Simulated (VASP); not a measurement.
Write the native input for VASP 6.6.1 that does the following.

```yaml
Task: relaxation of cell and atoms
Functional: BLYP
Dispersion: D4
Potentials_or_basis: VASP PAW PBE potentials, release 64 (Si)
Cutoff: 600 eV
k_mesh: 8 × 8 × 8
Occupations: fermi-dirac, width 0.05 eV
Spin: no spin polarisation
Further_INCAR_settings: ALGO = Normal; EDIFF = 1e-06; IBRION = 2; EDIFFG = -0.01; NSW = 60; ISIF = 3
```

The structure of Si lies in POSCAR:

```
Si
1.0
    0.0000000000      2.7218511865      2.7218511865
    2.7218511865      0.0000000000      2.7218511865
    2.7218511865      2.7218511865      0.0000000000
Si
2
Direct
    0.5000000000      0.5000000000      0.5000000000
    0.7500000000      0.7500000000      0.7500000000
```

The input as run:

INCAR

```
AGGAC    = 1.0          
AGGAX    = 1.0          
ALDAC    = 0.0          
ALDAX    = 1.0          
ALGO     = Normal         # electronic algorithm
EDIFF    = 1E-6           # SCF threshold, eV
EDIFFG   = -0.01          # ionic threshold
ENCUT    = 600            # plane-wave cutoff, eV
GGA      = B5             # functional
IBRION   = 2              # ionic algorithm
ISIF     = 3              # what is computed and relaxed
ISMEAR   = -1             # smearing method
IVDW     = 13             # dispersion correction
LASPH    = T              # aspherical terms in the spheres
LCHARG   = F              # write CHGCAR
LREAL    = F              # projectors in reciprocal space
LWAVE    = F              # write WAVECAR
NELM     = 80             # most SCF steps
NSW      = 60             # ionic steps
PREC     = Accurate       # precision mode
SIGMA    = 0.05           # smearing width, eV
VDW_A1   = 0.44488865   
VDW_A2   = 4.0933009    
VDW_S6   = 1.0          
VDW_S8   = 2.34076671
```

KPOINTS

```
k-points
0
Gamma
  8 8 8
```

Potentials or basis: VASP PAW PBE potentials, release 64 (Si).

Command:

```sh
$ cat potpaw_PBE.64/Si/POTCAR > POTCAR
$ mpirun -np 1 vasp_std > vasp.out
```

It gave:

```
Relaxed volume                         : 19.97 Å³/atom
Relaxed cell                           : a = 3.837 Å, b = 3.837 Å, c = 3.837 Å, α = 60.00°, β = 60.00°, γ = 60.00°
Space group after relaxing (to 0.05 Å) : Fd-3m (No. 227)
Energy gained by relaxing              : 0.5 meV/atom
Ionic steps                            : 3
Pressure after relaxing                : 0.0 GPa
Band gap on the k mesh                 : 0.84 eV, indirect (least direct gap 2.71 eV)
Dispersion energy per atom             : -0.635 eV
```

Caveat: the PAW data sets were made with another functional, which shifts forces and pressure a little.

It took 22 s on 1 thread of Intel(R) Xeon(R) 6975P-C (Granite Rapids), with other jobs on the host, peak memory 0.17 GiB.
